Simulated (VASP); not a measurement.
## InSe under changes of volume

One of the cells (24.727 Å³/atom); the others are scaled copies at fixed shape and fractional positions:

```xyz
4
Lattice="5.8463 -2.0434 0.1147 5.8463 2.0434 0.1147 -1.6407 0.0000 4.1075" Properties=species:S:1:pos:R:3 pbc="T T T"
In   10.3152    0.0000    0.2786
In   -0.2634    0.0000    4.0583
Se    6.5886    0.0000    2.7486
Se    3.4633    0.0000    1.5883
```

The cell comes from a database or a generator and needn't be the stable form of this composition.

- Program: VASP 6.6.1
- Functional: LDA
- Potentials or basis: VASP PAW LDA potentials, release 64 (In_d, Se)
- Cutoff: 520 eV
- k mesh: 6 × 6 × 6
- Occupations: gaussian, width 0.02 eV
- Spin: no spin polarisation

```tsv
volume (Å³/atom)	energy over the lowest point (meV/atom)	pressure (GPa)	gap on the mesh (eV)	largest force (eV/Å)
23.738	?	?	?	?
24.233	2.17	1.4	0.66	0.135
24.727	0.00	0.0	0.64	0.018
25.222	1.91	-1.3	0.61	0.125
25.716	7.45	-2.4	0.59	0.239
```

What does the run at 23.738 Å³/atom give?

Energy over the lowest point 8.93 meV/atom; pressure 2.9 GPa; gap on the mesh 0.69 eV; largest force 0.281 eV/Å.

Worked out: A Birch-Murnaghan fit of order 2 (a polynomial in V^(-2/3)) to the other rows has its minimum at 24.74 Å³/atom with B0 = V·E''(V) = 65 GPa at fixed shape and positions, which overstates the stiffness. It gives 8.81 meV/atom at 23.738 Å³/atom, against the run's 8.93, and -dE/dV = 2.9 GPa, against 2.9. A straight line through the other rows of the gap, of slope -1.21 eV per unit of ln V, extrapolates to 0.69 eV, against the run's 0.69.

Energies are extrapolated to zero smearing.

Caveats: spin-orbit coupling is left out, which moves the levels of the heavy elements.

A mesh can miss the band edges.
